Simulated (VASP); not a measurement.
Input of a VASP 6.6.1 run:

Contents of INCAR:

```
PREC     = Accurate       # precision mode
ENCUT    = 600            # plane-wave cutoff, eV
EDIFF    = 1E-6           # SCF threshold, eV
ISMEAR   = 0              # smearing method
SIGMA    = 0.03           # smearing width, eV
LREAL    = F              # projectors in reciprocal space
LASPH    = T              # aspherical terms in the spheres
NELM     = 80             # most SCF steps
ALGO     = Normal         # electronic algorithm
ISIF     = 3              # what is computed and relaxed
LWAVE    = F              # write WAVECAR
LCHARG   = F              # write CHGCAR
GGA      = PS             # functional
IBRION   = 2              # ionic algorithm
NSW      = 90             # ionic steps
EDIFFG   = -0.01          # ionic threshold
```

File KPOINTS:

```
Automatic mesh
0
Gamma
  8 8 8
```

POSCAR

```
CdSe
1.0
    0.0000000000      3.0702712000      3.0702712000
    3.0702712000      0.0000000000      3.0702712000
    3.0702712000      3.0702712000      0.0000000000
Cd Se
1 1
Direct
    0.0000000000      0.0000000000      0.0000000000
    0.2500000000      0.2500000000      0.2500000000
```

Potentials or basis: VASP PAW PBE potentials, release 64 (Cd, Se).

Run with:

```console
$ cat potpaw_PBE.64/Cd/POTCAR potpaw_PBE.64/Se/POTCAR > POTCAR
$ mpirun -np 1 vasp_std > vasp.out
```

**Question.** Estimate the relaxed volume.

**Answer.** 28.27 Å³/atom.

**Question.** What does it give for the band gap on the k mesh?

**Answer.** 0.47 eV, direct.

**Question.** Estimate the space group after relaxing (to 0.05 Å).

**Answer.** F-43m (No. 216).

Final structure:
```
Cd Se
1.0
     0.00000    3.04621    3.04621
     3.04621    0.00000    3.04621
     3.04621    3.04621    0.00000
Cd Se
1 1
Direct
  0.00000 0.00000 0.00000
  0.25000 0.25000 0.25000
```

Caveat: the PAW data sets were made with another functional, which shifts forces and pressure a little. As with any semilocal functional, this PBEsol gap is likely too small.
